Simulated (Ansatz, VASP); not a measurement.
# TiO2: VASP beside Ansatz

The input INCAR:

```
SYSTEM = TiO2
PREC = Accurate ; ENCUT = 600
EDIFF = 1E-7 ; ISMEAR = 0
SIGMA = 0.02 ; LREAL = .FALSE.
LASPH = .TRUE. ; NELM = 60
ALGO = Normal ; ISIF = 3
LWAVE = .FALSE. ; LCHARG = .FALSE.
GGA = PS ; IBRION = 2
NSW = 80 ; EDIFFG = -0.01
```

Contents of KPOINTS:

```
Automatic mesh
0
G
  10 10 10
  0 0 0
```

Contents of POSCAR:

```
TiO2
1.0
   -1.8921000000      1.8921000000      4.7573000000
    1.8921000000     -1.8921000000      4.7573000000
    1.8921000000      1.8921000000     -4.7573000000
Ti O
2 4
Direct
    0.0000000000      0.0000000000      0.0000000000
    0.7500000000      0.2500000000      0.5000000000
    0.2081000000      0.2081000000      0.0000000000
    0.9581000000      0.4581000000      0.5000000000
    0.5419000000      0.0419000000      0.5000000000
    0.7919000000      0.7919000000      0.0000000000
```

Input for Ansatz:

```yaml
crystal:
  lattice:
    - [-1.8921, 1.8921, 4.7573]
    - [1.8921, -1.8921, 4.7573]
    - [1.8921, 1.8921, -4.7573]
  atoms:
    - { symbol: Ti, position: [0.0, 0.0, 0.0] }
    - { symbol: Ti, position: [0.75, 0.25, 0.5] }
    - { symbol: O, position: [0.2081, 0.2081, 0.0] }
    - { symbol: O, position: [0.9581, 0.4581, 0.5] }
    - { symbol: O, position: [0.5419, 0.0419, 0.5] }
    - { symbol: O, position: [0.7919, 0.7919, 0.0] }
scf:
  occupations: { method: gaussian, width: 0.02 }
output:
  forces: true
  stress: true
  eigenvalues: true
  write_density: true
  write_potential: true
  elf: true
  volumetric_format: npy
kpoints:
  mp_grid: { grid: [10, 10, 10] }
hamiltonian:
  xc: pbesol
relax:
  f_tol: 0.01
  adjacent_minimum: "off"
  cell: { stress_tol: 0.05 }
```

Alike in both runs: task relaxation of cell and atoms; functional PBEsol; k mesh 10 × 10 × 10; occupations gaussian, width 0.02 eV; no spin polarisation.

|  | VASP | Ansatz |
| --- | --- | --- |
| version | VASP 6.6.1 | Ansatz 0.2.0 |
| potentials or method | VASP PAW PBE potentials, release 64 (Ti_sv, O) | scalar-relativistic, plane waves, PAW |
| plane-wave cutoff (eV) | 600 | 420 |
| valence electrons in the cell | 48 | 48 |

```tsv
	VASP	Ansatz	Ansatz less VASP
gap on the k mesh at the Fermi level, each at its own relaxed structure (eV)	2.10	2.12	+0.023
relaxed volume (Å³/atom)	11.34	11.31	-0.029
relaxed cell length with the largest relative difference (Å)	5.478	5.469	-0.0081
```

Caveats: the PAW data sets were made with another functional, which shifts forces and pressure a little (VASP). A k mesh can miss the band edges. As with any semilocal functional, this PBEsol gap is likely too small.
